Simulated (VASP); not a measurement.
A run of VASP 6.6.1 is set up as follows.

INCAR

```
PREC = Accurate
ENCUT = 600
EDIFF = 1E-7
ISMEAR = 0
SIGMA = 0.02
LREAL = F
LASPH = T
NELM = 60
ALGO = Fast
ISIF = 3
LWAVE = F
LCHARG = F
GGA = PS
IBRION = 2
NSW = 90
EDIFFG = -0.005
```

Contents of KPOINTS:

```
Automatic mesh
0
Gamma
  4 4 4
```

The input POSCAR:

```
Li2O
1.0
    0.0000000000      2.3135000000      2.3135000000
    2.3135000000      0.0000000000      2.3135000000
    2.3135000000      2.3135000000      0.0000000000
Li O
2 1
Direct
    0.2500000000      0.2500000000      0.2500000000
    0.7500000000      0.7500000000      0.7500000000
    0.0000000000      0.0000000000      0.0000000000
```

Potentials or basis: VASP PAW PBE potentials, release 64 (Li_sv, O).

Run with:

```bash
$ cat potpaw_PBE.64/Li_sv/POTCAR potpaw_PBE.64/O/POTCAR > POTCAR
$ mpirun -np 1 vasp_std > vasp.out
```

(1) What does it give for the relaxed cell?

(2) Predict the relaxed volume.

(3) Predict the band gap on the k mesh.

## Answers

(1) a = 3.238 Å, b = 3.238 Å, c = 3.238 Å, α = 60.00°, β = 60.00°, γ = 60.00°.

(2) 8.00 Å³/atom.

(3) 4.86 eV, indirect (least direct gap 5.35 eV).

Caveat: the k mesh is coarse (spacing up to 0.59 Å⁻¹), so the values aren't converged; the cutoff is under 1.25 times the usual one of these potentials, so pressure, stress and relaxed cells hold a basis-set (Pulay) error; the PAW data sets were made with another functional, which shifts forces and pressure a little.
